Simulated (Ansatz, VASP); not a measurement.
**Two plane-wave programs on Sc**

```
CELL_PARAMETERS angstrom
-1.94243 1.94243 1.74021
1.94243 -1.94243 1.74021
1.94243 1.94243 -1.74021
ATOMIC_POSITIONS crystal
Sc 0.00000 0.00000 0.00000
```

This isn't the form of Sc at room conditions, which is hcp.

Alike in both runs: task single point; functional r2SCAN; dispersion rVV10; k mesh 10 × 10 × 10; occupations fermi-dirac, width 0.1 eV; no spin polarisation; Hubbard terms Sc d U = 8.0 eV.

|  | VASP | Ansatz |
| --- | --- | --- |
| version | VASP 6.6.1 | Ansatz 0.2.0 |
| potentials or method | VASP PAW PBE potentials, release 64 (Sc_sv) | JTH PAW |
| plane-wave cutoff (eV) | 520 | 1350 |
| valence electrons in the cell | 11 | 11 |

Ansatz gave:

| Item | Value |
| --- | --- |
| gap on the k mesh at the Fermi level (eV) | none |
| pressure (GPa) | 25.1 |
| largest component of the traceless stress (GPa) | 7.89 |

Problem. Estimate VASP's values.

Solution. gap on the k mesh at the Fermi level (eV): none; pressure (GPa): 8.3; largest component of the traceless stress (GPa): 4.81.

The programs project onto different local orbitals, so the same U acts differently. A gap of «none» marks a metal or a gap that the smearing closes.

Caveats: U without spin polarisation on a metal has little footing; the U is typed as a test and isn't derived for this compound; the PAW data sets were made with another functional, which shifts forces and pressure a little (VASP).
